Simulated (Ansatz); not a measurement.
Crystal structures of mercury under LDA

These are results of Ansatz 0.2.0, DFT, LDA (PW92), plane waves (420 eV) with PAW, scalar-relativistic, not measurements. (PAW data from PBE, frozen cores regenerated.)

Each structure is relaxed within its own symmetry, so a high-lying one may be dynamically unstable.

```
              structure  ΔE (meV/atom)  V (Å³/atom)                                     cell     magnetic state
alpha-Hg (rhombohedral)              0        22.69   a = 3.493 Å, c = 6.444 Å (c/a = 1.845)  spin not included
           simple cubic              4        24.25                              a = 2.894 Å  spin not included
                    bcc             25        22.45                              a = 3.554 Å  spin not included
                    fcc             28        22.03                              a = 4.450 Å  spin not included
      omega (AlB2-type)             29        22.70   a = 5.167 Å, c = 2.945 Å (c/a = 0.570)  spin not included
                   dhcp             33        22.17  a = 3.122 Å, c = 10.509 Å (c/a = 3.366)  spin not included
                    hcp             35        22.19   a = 3.114 Å, c = 5.283 Å (c/a = 1.696)  spin not included
                    A15             51        22.61                              a = 5.655 Å  spin not included
                diamond            274        33.50                              a = 6.447 Å  spin not included
```

ΔE counts from alpha-Hg (rhombohedral).

Differences under about 8 meV lie within the error of the k-point mesh.
